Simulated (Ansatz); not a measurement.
## Ti: pressure against volume

Ti, Im-3m, a = 3.252 Å. This isn't the element's structure at ambient conditions. Ansatz: r2SCAN, PAW, 500 eV, Γ-centred 18×18×18 mesh on 1 atom, Gaussian smearing 0.10 eV; no spin polarisation. Symmetry fixes shape and atoms, so the cell is only scaled; pressure is positive in compression.

```
V (Å³/atom) P (GPa)
     16.161        ?
     16.677     3.57
     17.192    -0.01
     17.708    -3.15
     18.224    -5.88
```

Take V0 = 17.192 Å³/atom, count pressures from its P0 = -0.01 GPa, fit the third-order Birch–Murnaghan form to the other rows, and predict the missing pressure.

With the Eulerian strain f = ½[(V0/V)^(2/3) − 1] and y = (P − P0)/[3f(1 + 2f)^(5/2)], the form is the line y = B0 + 1.5 B0 (B0′ − 4) f. Rows (f, y): 0.01024, 110.8; -0.00976, 112.7; -0.01906, 113.1. Means f = -0.006193, y = 112.20; Σ(Δf)² = 0.0004483, ΣΔfΔy = -0.03637; the slope is their ratio. y = 111.7 − 81.12 f GPa, so B0 = 111.7 GPa and B0′ = 4 + 2 × (-81.12)/(3 × 111.7) = 3.52. At V = 16.161, f = 0.02105, y = 109.99 and P = 7.69 GPa. The run gave 7.66 GPa, so the fit is 0.03 GPa too high, a small miss on the scale of the series. The form still works here, 33 % of the fitted range beyond its end.